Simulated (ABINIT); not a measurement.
Write the native input for ABINIT 10.8.3 (patched build) that does the following.

```yaml
Task: relaxation of cell and atoms
Functional: PBE
Potentials_or_basis: JTH PAW PBE v2.0
Cutoff: 653 eV
k_mesh: 11 × 11 × 6
Occupations: fermi-dirac, width 0.05 eV
Spin: no spin polarisation
Cell_freedom_optcell: 2
Cutoff_smearing_ecutsm_Ha: 0.5
Optimiser_ionmov: 22
Force_stop_Ha/bohr: 0.0002
Fine-grid_cutoff: 1251.72 eV
```

Au:

```xyz
2
Lattice="2.9000 0.0000 0.0000 -1.4500 2.5115 0.0000 0.0000 0.0000 4.8800" Properties=species:S:1:pos:R:3 pbc="T T T"
Au    1.4500    0.8372    1.2200
Au    0.0000    1.6743    3.6600
```

This isn't the form of Au at room conditions, which is fcc.

These files were run (other wordings do the same):

run.abi

```
pp_dirpath "./"
pseudos "Au.GGA_PBE-JTH.xml"

acell 2.9 2.9 4.88 Angstrom
rprim
     1.0000000000     0.0000000000     0.0000000000
    -0.5000000000     0.8660254038     0.0000000000
     0.0000000000     0.0000000000     1.0000000000
ntypat 1
znucl 79
natom 2
typat 1 1
xred
     0.6666666667     0.3333333333     0.2500000000
     0.3333333333     0.6666666667     0.7500000000
chkprim 0
chksymtnons 0
tolsym 1.0e-6

ecut 653.073270 eV
pawecutdg 46.0
pawxcdev 0

kptopt 1
ngkpt 11 11 6
nshiftk 1
shiftk 0.0 0.0 0.0

ixc 11

nband 15
occopt 3
tsmear 0.05 eV

nstep 100
tolvrs 1.0e-9

iomode 3
prtwf 0
prtden 0
prteig 0
prtebands 0
enunit 1

ionmov 22
ntime 60
tolmxf 0.0002
optcell 2
dilatmx 1.08
ecutsm 0.5
```

Potentials or basis: JTH PAW PBE v2.0.

Launch:

```bash
$ abinit run.abi > log 2>&1
```

Results of the run:

```json
{
 "Relaxed volume": "18.02 Å³/atom",
 "Relaxed cell": "a = 2.921 Å, b = 2.921 Å, c = 4.878 Å, α = 90.00°, β = 90.00°, γ = 120.00°",
 "Space group after relaxing (to 0.05 Å)": "P6_3/mmc (No. 194)",
 "Energy gained by relaxing": "1.8 meV/atom",
 "Ionic steps": "5",
 "Pressure after relaxing": "0.0 GPa",
 "Band gap on the k mesh": "none (metal or under the smearing width)",
 "Valence electrons inside the program's atomic spheres": "Au 9.44 (radii [1.3275] Å)"
}
```

Wall time 4.5 min on 1 thread of Arm Neoverse V2, on a shared host, peak memory 0.18 GiB.
